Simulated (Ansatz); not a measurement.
**MoSi2 (Si2Mo-type): how the settings move a single-point run**

Aim: see which settings change the result for MoSi2 (Si2Mo-type), by how much, and at what cost.

Method: reference: DFT PBE, scalar-relativistic, plane waves, PAW, in Ansatz 0.2.0.

## 1. The structure to begin with

Symmetry: I4/mmm, No. 139, tetragonal system. Conventional cell: a = 3.217 Å, b = 3.217 Å, c = 7.873 Å, α = 90.00°, β = 90.00°, γ = 90.00°. Around Si (site symmetry 4mm) lie 5 Si at 2.60 to 2.64 Å and 5 Mo at 2.62 to 2.64 Å. Mo (site symmetry 4/mmm) is surrounded by 10 Si at 2.62 to 2.64 Å.

Coordinates:

```cif
data_structure
_symmetry_space_group_name_H-M 'P 1'
_symmetry_Int_Tables_number 1
_cell_length_a 4.5466
_cell_length_b 4.5466
_cell_length_c 4.5466
_cell_angle_alpha 138.562
_cell_angle_beta 138.562
_cell_angle_gamma 60.044
_cell_volume 40.74
loop_
_atom_site_label
_atom_site_type_symbol
_atom_site_fract_x
_atom_site_fract_y
_atom_site_fract_z
_atom_site_occupancy
Si1 Si 0.33511 0.33511 0.00000 1
Si2 Si 0.66489 0.66489 0.00000 1
Mo1 Mo 0.00000 0.00000 0.00000 1
```

## 2. Reference

input.yaml reads:

```yaml
crystal:
  lattice:
    - [-1.608518952, 1.608518952, 3.936566622]
    - [1.608518952, -1.608518952, 3.936566622]
    - [1.608518952, 1.608518952, -3.936566622]
  atoms:
    - { symbol: Si, position: [0.3351149525, 0.3351149525, 0.0] }
    - { symbol: Si, position: [0.6648850475, 0.6648850475, 0.0] }
    - { symbol: Mo, position: [0.0, 0.0, 0.0] }
basis:
  ecutwfc: 420
  ecutrho_ratio: 4
kpoints:
  mp_grid: { grid: [14, 14, 14] }
  band_path:
    path:
      - [[0.0, 0.0, 0.0], [0.0, 0.0, 0.5], [0.25, 0.25, 0.25], [0.0, 0.5, 0.0], [0.0, 0.0, 0.0], [0.5, 0.5, -0.5], [0.29174045, 0.70825955, -0.29174045]]
      - [[-0.29174045, 0.29174045, 0.29174045], [0.0, 0.0, 0.0]]
      - [[0.0, 0.0, 0.5], [-0.08348091, 0.08348091, 0.5]]
      - [[0.5, 0.5, -0.08348091], [0.5, 0.5, -0.5]]
    npoints: 14
hamiltonian:
  xc: pbe
scf:
  occupations: { method: gaussian, width: 0.05 }
  n_extra_bands: 12
output:
  forces: true
  stress: true
  eigenvalues: true
  populations: true
  dos: { projected: true, de: 0.02, nscf_kmesh: { grid: [21, 21, 21] } }
  bader: true
  write_density: true
  write_potential: true
  elf: true
  volumetric_format: npy
```

The run is started by

```sh
$ ansatz run input.yaml --threads 4 --pin off --max-ram 7168MiB --backend cpu --events-out ev --progress --plain --runs-dir out
```

## 3. Changing settings: starting moments, scf.algorithm direct_min, spin_polarized true

input.yaml reads:

```yaml
crystal:
  lattice:
    - [-1.608518952, 1.608518952, 3.936566622]
    - [1.608518952, -1.608518952, 3.936566622]
    - [1.608518952, 1.608518952, -3.936566622]
  atoms:
    - { symbol: Si, position: [0.3351149525, 0.3351149525, 0.0], spin: 1.0 }
    - { symbol: Si, position: [0.6648850475, 0.6648850475, 0.0], spin: 0.5 }
    - { symbol: Mo, position: [0.0, 0.0, 0.0], spin: 1.0 }
basis:
  ecutwfc: 420
  ecutrho_ratio: 4
kpoints:
  mp_grid: { grid: [14, 14, 14] }
hamiltonian:
  xc: pbe
scf:
  occupations: { method: gaussian, width: 0.05 }
  algorithm: direct_min
output:
  forces: true
  stress: true
magnetization:
  spin_polarized: true
```

## 4. Changing settings: ecutwfc 350 eV, hubbard.sites [{species: Mo, l: d, u_eff: 4.0}], hubbard.double_counting fll, occupations.width 0.025

input.yaml reads:

```yaml
crystal:
  lattice:
    - [-1.608518952, 1.608518952, 3.936566622]
    - [1.608518952, -1.608518952, 3.936566622]
    - [1.608518952, 1.608518952, -3.936566622]
  atoms:
    - { symbol: Si, position: [0.3351149525, 0.3351149525, 0.0] }
    - { symbol: Si, position: [0.6648850475, 0.6648850475, 0.0] }
    - { symbol: Mo, position: [0.0, 0.0, 0.0] }
basis:
  ecutwfc: "350 eV"
  ecutrho_ratio: 4
kpoints:
  mp_grid: { grid: [14, 14, 14] }
hamiltonian:
  xc: pbe
  hubbard: { sites: [{ species: Mo, l: d, u_eff: 4.0 }], double_counting: fll }
scf:
  occupations: { method: gaussian, width: 0.025 }
output:
  forces: true
  stress: true
```

## 5. Variant: starting moments, spin_polarized true

input.yaml reads:

```yaml
crystal:
  lattice:
    - [-1.608518952, 1.608518952, 3.936566622]
    - [1.608518952, -1.608518952, 3.936566622]
    - [1.608518952, 1.608518952, -3.936566622]
  atoms:
    - { symbol: Si, position: [0.3351149525, 0.3351149525, 0.0], spin: 0.2 }
    - { symbol: Si, position: [0.6648850475, 0.6648850475, 0.0], spin: 0.2 }
    - { symbol: Mo, position: [0.0, 0.0, 0.0], spin: 0.2 }
basis:
  ecutwfc: 420
  ecutrho_ratio: 4
kpoints:
  mp_grid: { grid: [14, 14, 14] }
hamiltonian:
  xc: pbe
scf:
  occupations: { method: gaussian, width: 0.05 }
output:
  forces: true
  stress: true
  write_density: true
  write_potential: true
  elf: true
  volumetric_format: npy
magnetization:
  spin_polarized: true
```

## 6. Changed: ecutwfc 500 eV, occupations.width 0.01

input.yaml reads:

```yaml
crystal:
  lattice:
    - [-1.608518952, 1.608518952, 3.936566622]
    - [1.608518952, -1.608518952, 3.936566622]
    - [1.608518952, 1.608518952, -3.936566622]
  atoms:
    - { symbol: Si, position: [0.3351149525, 0.3351149525, 0.0] }
    - { symbol: Si, position: [0.6648850475, 0.6648850475, 0.0] }
    - { symbol: Mo, position: [0.0, 0.0, 0.0] }
basis:
  ecutwfc: "500 eV"
  ecutrho_ratio: 4
kpoints:
  mp_grid: { grid: [14, 14, 14] }
hamiltonian:
  xc: pbe
scf:
  occupations: { method: gaussian, width: 0.01 }
output:
  forces: true
  stress: true
  write_density: true
  write_potential: true
  elf: true
  volumetric_format: npy
```

## 7. Variant: ecutrho_ratio 6, scf.algorithm density_mixing

input.yaml reads:

```yaml
crystal:
  lattice:
    - [-1.608518952, 1.608518952, 3.936566622]
    - [1.608518952, -1.608518952, 3.936566622]
    - [1.608518952, 1.608518952, -3.936566622]
  atoms:
    - { symbol: Si, position: [0.3351149525, 0.3351149525, 0.0] }
    - { symbol: Si, position: [0.6648850475, 0.6648850475, 0.0] }
    - { symbol: Mo, position: [0.0, 0.0, 0.0] }
basis:
  ecutwfc: 420
  ecutrho_ratio: 6
kpoints:
  mp_grid: { grid: [14, 14, 14] }
hamiltonian:
  xc: pbe
scf:
  occupations: { method: gaussian, width: 0.05 }
  algorithm: density_mixing
output:
  forces: true
  stress: true
  write_density: true
  write_potential: true
  elf: true
  volumetric_format: npy
```

Q: Predict the outcome of this session. Wanted: for each run, ending; energy change; pressure; gap; force.

As calculated:

```
                                                                                                                     run     ending                                                         energy change  pressure (GPa)  gap (eV)  force (eV/Å)  cycles   time
                                                                                                               reference  converged                                                                     0             0.0      0.00          0.00       6   13 s
                                                      1: starting moments, scf.algorithm direct_min, spin_polarized true  converged                                                          0.0 meV/atom             0.0      0.00          0.00      10   40 s
2: ecutwfc 350 eV, hubbard.sites [{species: Mo, l: d, u_eff: 4.0}], hubbard.double_counting fll, occupations.width 0.025  converged  +1.60 eV/atom (σ→0) (Hubbard term changed: no physical gain or loss)            -0.8      0.00          0.27       8  2.6 s
                                                                                3: starting moments, spin_polarized true  converged                                                          0.0 meV/atom             0.0      0.00          0.00       9  5.8 s
                                                                               4: ecutwfc 500 eV, occupations.width 0.01  converged                                                   -0.4 meV/atom (σ→0)             0.0      0.00          0.00       6  3.3 s
                                                                        5: ecutrho_ratio 6, scf.algorithm density_mixing  converged                                                          0.0 meV/atom             0.0      0.00          0.00       6  2.5 s
```

Times don't compare one to one where runs were asked for different outputs or read a saved state (see the inputs); cycles may leave out searches for a lower state.

Residual by cycle in the longest SCF loop of each run; runs are numbered as in the table. The quantity is the density residual dr2, in eV.

```
cycle  reference    run 1   run 2    run 3    run 4    run 5
    1    0.00721     1.78     5.4     1.91  0.00763  0.00734
    2    0.00288    0.874   0.275    0.897   4.4e-4  0.00194
    3     2.6e-5   0.0168  0.0271   0.0186   4.8e-5   1.8e-4
    4     2.9e-6   9.6e-4  0.0103   7.7e-4   1.1e-6   6.8e-6
    5     4.9e-8   8.9e-5  6.5e-4   2.9e-5   1.6e-8   2.6e-7
    6    7.8e-10   2.2e-5  8.0e-5   1.0e-5  5.0e-10   6.9e-9
    7          -   8.0e-7  3.0e-7   8.4e-8        -        -
    8          -   2.0e-9  8.9e-8   6.1e-9        -        -
    9          -  9.5e-10       -  4.6e-10        -        -
   10          -  1.3e-11       -        -        -        -
```

**Reading.** Run 2 ran under the cutoff that the potentials recommend, as the log warns, so basis error is mixed into its values. A changed U is a change of model: its shifts are not errors of convergence.
